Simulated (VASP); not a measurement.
Write the native input for VASP 6.6.1 that does the following.

```yaml
Task: relaxation of cell and atoms
Functional: LDA
Potentials_or_basis: VASP PAW LDA potentials, release 64 (Ba_sv, O)
Cutoff: 600 eV
k_mesh: 8 × 8 × 8
Occupations: gaussian, width 0.03 eV
Spin: no spin polarisation
Further_INCAR_settings: ALGO = Normal; EDIFF = 1e-07; IBRION = 2; EDIFFG = -0.005; NSW = 90; ISIF = 3
```

The structure of BaO lies in POSCAR:

```
BaO                                     
1.0
    0.0000000000      2.7391047487      2.7391047487
    2.7391047487     -0.0000000000      2.7391047487
    2.7391047487      2.7391047487      0.0000000000
  Ba              O             
     1     1
Direct
     0.0000000000000000    0.0000000000000000    0.0000000000000000
     0.5000000000000000    0.5000000000000000    0.5000000000000000
```

These files were run (other wordings do the same):

INCAR

```
PREC = Accurate
ENCUT = 600
EDIFF = 1E-7
ISMEAR = 0
SIGMA = 0.03
LREAL = F
LASPH = T
NELM = 80
ALGO = Normal
ISIF = 3
LWAVE = F
LCHARG = F
IBRION = 2
NSW = 90
EDIFFG = -0.005
```

KPOINTS

```
Automatic mesh
0
Gamma
  8 8 8
```

Potentials or basis: VASP PAW LDA potentials, release 64 (Ba_sv, O).

Run with:

```bash
$ cat potpaw_LDA.64/Ba_sv/POTCAR potpaw_LDA.64/O/POTCAR > POTCAR
$ mpirun -np 1 vasp_std > vasp.out
```

It gave:

```
Pressure after relaxing : 0.0 GPa
Band gap on the k mesh  : 1.70 eV, direct
```

Caveat: the relaxation stopped at its first step, so nothing moved; spin-orbit coupling is left out, which moves the levels of the heavy elements.

Wall time 6.3 s on 1 thread of Intel(R) Xeon(R) 6975P-C (Granite Rapids) (shared host), peak memory 0.16 GiB.
